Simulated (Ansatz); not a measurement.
An Ansatz input:

```yaml
crystal:
  lattice:
    - [4.5356557426, 0.0, 0.0]
    - [-2.2678278713, 3.9279930959, 0.0]
    - [0.0, 0.0, 2.6987837359]
  atoms:
    - { symbol: Pt, position: [1.0, 0.0, 1.0], spin: 1.0 }
    - { symbol: Pt, position: [0.3333333333, 0.6666666667, 0.5], spin: 1.0 }
    - { symbol: Pt, position: [0.6666666667, 0.3333333333, 0.5], spin: 1.0 }
hamiltonian:
  xc: pbe
  pseudopotentials:
    kind: paw
    azcp:
      Pt: "pseudopotentials/Pt.paw.azcp"
basis:
  ecutwfc: 420
  fft_grid_basis: typed
kpoints:
  mp_grid: { grid: [11, 11, 15], shift: [0, 0, 0] }
magnetization:
  spin_polarized: true
scf:
  occupations: { method: fermi_dirac, width: 0.05 }
```

Output

```
Engine: ansatz 0.2.0, x86_64-unknown-linux-gnu
Pseudopotentials: kind: paw
Pseudopotential: Pt, paw, valence charge 18, recommended cutoff 420 eV (normal) 
Functional definition: PBE
  parameter kappa = 0.804
  parameter beta = 0.06672455060314922
  exchange = pbe_x(kappa = kappa, mu = beta*pi^2/3)
  correlation = pbe_c(beta = beta)
Crystal: 3 atoms, lattice volume = 48.082 Å³
Basis set: ecut = 420 eV, 951 PW (Γ)
Bands: 35, of which v1, the nominal top of the filled ones, is band 27 counted from 1 (26 counted from 0)
Symmetry: 24 space group operations
Space group: P6/mmm (ITA 191), of the structure as read, at distance tolerance 3.6e-5 Å
Magnetic group: BNS 191.233 (UNI 1463), of the structure as read, at distance tolerance 3.6e-5 Å
k-points: 128 of 1815
Non-local potential: Pt, projectors of the file, l = 0: 3, l = 1: 2, l = 2: 2, l = 3: 1
PAW form: soft (Blöchl's): semilocal exchange-correlation on the pseudo side does not see the compensation charge
PAW one-centre angular grid: Pt, 590 points (default); XC on 64 Gauss nodes
Initial density: superposition of atomic densities (chi_scale 0.1, normalization cell)
Starting moments: Σ|m| = 3 μB on 3 of 3 sites
Initial wavefunctions: pseudopotential atomic-orbital guess
Functional: x = pbe(κ = 0.804, μ = 0.2195149727645171), c = pbe(β = 0.06672455060314922)
SCF iter   1: F=—  HF=-37569.060934 eV  |F-HF|=—  |Δ(HF+E_count)|=         —  Δρ=6.47e-2 (↑6.47e-2 ↓2.93e-2)  dr2=2.40e0  dr2_m=5.21e-1  M=0.747 μB ∫|m|=0.747 μB  β_m=0.30  ethr=3.10e-3  ⟨swp⟩=5.5  Hψ=31499  notcnv=0  defer=11
Mixer restart at iter 1: flushing history
spin=Collinear: Kerker preconditioning applied to the charge; magnetization (m = ρ↑ − ρ↓) channel mixes plain (no charge-response kernel on spin).
SCF iter   2: F=—  HF=-37568.838760 eV  |F-HF|=—  |Δ(HF+E_count)|=   2.22e-1  Δρ=4.70e-2 (↑4.70e-2 ↓2.19e-2)  dr2=1.25e0  dr2_m=2.81e-1  M=0.662 μB ∫|m|=0.663 μB  β_m=0.65  ethr=3.10e-3  ⟨swp⟩=2.0  Hψ=12307  notcnv=0  defer=467
SCF iter   3: F=—  HF=-37568.639735 eV  |F-HF|=—  |Δ(HF+E_count)|=   1.99e-1  Δρ=6.59e-3 (↑6.04e-3 ↓6.59e-3)  dr2=1.55e-2  dr2_m=9.09e-3  M=0.282 μB ∫|m|=0.297 μB  β_m=0.82  ethr=2.31e-3  ⟨swp⟩=2.0  Hψ=14235  notcnv=0  defer=502
SCF iter   4: F=—  HF=-37568.634963 eV  |F-HF|=—  |Δ(HF+E_count)|=   4.77e-3  Δρ=1.99e-3 (↑1.99e-3 ↓1.41e-3)  dr2=5.73e-4  dr2_m=1.13e-3  M=0.114 μB ∫|m|=0.124 μB  β_m=0.91  ethr=2.87e-5  ⟨swp⟩=2.0  Hψ=18392  notcnv=0  defer=500
SCF iter   5: F=—  HF=-37568.634392 eV  |F-HF|=—  |Δ(HF+E_count)|=   5.72e-4  Δρ=1.21e-3 (↑8.81e-4 ↓1.21e-3)  dr2=9.30e-5  dr2_m=4.60e-4  M=0.070 μB ∫|m|=0.076 μB  β_m=0.96  ethr=1.06e-6  ⟨swp⟩=2.0  Hψ=14860  notcnv=0  defer=500
SCF iter   6: F=—  HF=-37568.634397 eV  |F-HF|=—  |Δ(HF+E_count)|=   5.67e-6  Δρ=1.52e-4 (↑1.51e-4 ↓1.52e-4)  dr2=2.04e-5  dr2_m=1.03e-6  M=0.004 μB ∫|m|=0.005 μB  β_m=0.98  ethr=1.72e-7  ⟨swp⟩=2.0  Hψ=15584  notcnv=0  defer=500
SCF iter   7: F=—  HF=-37568.634432 eV  |F-HF|=—  |Δ(HF+E_count)|=   3.46e-5  Δρ=8.56e-5 (↑8.56e-5 ↓7.15e-5)  dr2=7.12e-7  dr2_m=2.42e-6  M=0.005 μB ∫|m|=0.005 μB  β_m=0.99  ethr=3.78e-8  ⟨swp⟩=2.5  Hψ=14553  notcnv=0  defer=500
SCF iter   8: F=—  HF=-37568.634433 eV  |F-HF|=—  |Δ(HF+E_count)|=   5.60e-7  Δρ=1.38e-5 (↑1.38e-5 ↓1.29e-5)  dr2=1.26e-7  dr2_m=4.89e-8  M=0.001 μB ∫|m|=0.001 μB  β_m=0.99  ethr=1.32e-9  ⟨swp⟩=2.2  Hψ=15528  notcnv=0  defer=500
SCF iter   9: F=—  HF=-37568.634433 eV  |F-HF|=—  |Δ(HF+E_count)|=   3.03e-8  Δρ=4.49e-6 (↑3.94e-6 ↓4.49e-6)  dr2=9.31e-9  dr2_m=4.95e-9  M=0.000 μB ∫|m|=0.000 μB  β_m=1.00  ethr=2.33e-10  ⟨swp⟩=2.0  Hψ=13924  notcnv=0  defer=500
SCF iter  10: F=—  HF=-37568.634433 eV  |F-HF|=—  |Δ(HF+E_count)|=   4.33e-9  Δρ=1.67e-6 (↑1.67e-6 ↓1.45e-6)  dr2=1.93e-9  dr2_m=7.95e-10  M=-0.000 μB ∫|m|=0.000 μB  β_m=1.00  ethr=1.72e-11  ⟨swp⟩=2.1  Hψ=13650  notcnv=0  defer=500
SCF iter  11: F=—  HF=-37568.634433 eV  |F-HF|=—  |Δ(HF+E_count)|=  7.28e-12  Δρ=7.23e-7 (↑6.23e-7 ↓7.23e-7)  dr2=1.27e-10  dr2_m=1.80e-10  M=0.000 μB ∫|m|=0.000 μB  β_m=1.00  ethr=3.57e-12  ⟨swp⟩=2.0  Hψ=12803  notcnv=0  defer=500
SCF iter  12: F=-37568.634433 eV  HF=-37568.634433 eV  |F-HF|=2.55e-10  |Δ(HF+E_count)|=  1.46e-11  Δρ=3.01e-7 (↑3.01e-7 ↓2.98e-7)  dr2=2.80e-10  dr2_m=1.77e-13  M=0.000 μB ∫|m|=0.000 μB  ethr=1.00e-12  ⟨swp⟩=1.0  Hψ=20389  notcnv=0
SCF 1 converged in 12 iterations: F = -37568.634433 eV  dr2 = 2.80e-10
WARN: the starting moments were not kept: the SCF closed with an absolute magnetisation of 4.2e-6 μB, where they sum to 3 μB in size (3 sites). That is at most 0.1 of that sum. Measured as dr2_m measures the in/out step, that magnetisation stands 3.3e-12 eV from none, at or under the dr2_threshold of 1.0e-7 eV: it is no larger than a step whose dr2_m would equal this threshold. The system may hold no moment; this SCF shows only that its start led to no more than that. To try another start: raise the starting moments (crystal.atoms[].spin, magnetization.per_species, magnetization.initial_magnetization, or on a non-collinear deck that types none of these the spinor_matrix: blocks that start its atoms; where the total moment is fixed, keep their sum and leave initial_magnetization as it is; typed ones take the place of any that the run laid by itself, positive ones on a crystal's lanthanoids without a Hubbard term where scf.initial_density.shell_occupations: [] is typed) or, if the notice of its spin-set hold's release reads "site moments contracting" or "site moments show no strong build", lengthen the hold (scf.mixing.spin_hold: { on: { confirm: 4 } }; for m-r²SCAN on two components see the key's manual first). Each may lead to a state that holds a moment. A second SCF, from the converged charge density, with the starting moments and any scf.initial_density.shell_occupations laid on it anew, would have followed, and was not run: the deck does not ask for one (magnetization.retry_lost_moments is false, the default). To let it run, set magnetization.retry_lost_moments: true and run the deck again, where that key's refused combinations let it; where memory then withholds it, that run's warning says so.
SCF converged after 12 iterations
Magnetization: 0.0000 μB (27.0000 up, 27.0000 down)
Absolute magnetization: 0.0000 μB (∫|ρ↑−ρ↓|, with the PAW one-centre terms)
Spin contamination: 0.0000 ħ² per cell (⟨S²⟩ above its minimum at these occupations)
Per-site moments (μB) at R_I (Å): [(1.5976041592663234e-6, 1.1132482910587502), (1.194630906811559e-6, 1.0801981013742012), (1.1946309069691987e-6, 1.0801981013742012)]
Free energy (F): -37568.634433 eV
Harris-Foulkes:  -37568.634433 eV  (|F-HF|=2.55e-10)
Internal energy: -37568.584504 eV  (E = F + TS)
E sigma→0 (E₀):  -37568.609468 eV
Entropy (-TS):   -0.049928 eV (-16.643 meV/atom)
Fermi energy:    21.505248 eV
--- Per-component energies (eV) ---
  E_band       = -468.578209
  E_kinetic    = 1911.031376
  E_local      = -4650.228864  (includes V_loc(G=0)·N_el)
  E_nonlocal   = 600.069671
  E_hartree    = 1721.623313
  E_xc         = -784.320452
  E_vxc        = -907.114558  (∫ρ·V_xc dr)
  E_paw        = -28362.069426  (= ΣΔE_a)
  E_vpaw       = -865.583033  (= ΣTr[D̂ρ^β])
  E_aug_tail   = 0.000575  (compensation charges beyond the density's cutoff)
  E_ewald      = -8004.690697
  E_smearing   = -0.049928  (= −TS)
  E_closure    = 0.000000  (closes the sum)
  Σ components = -37568.634433   (vs F -37568.634433, Δ=0.00e0)
```
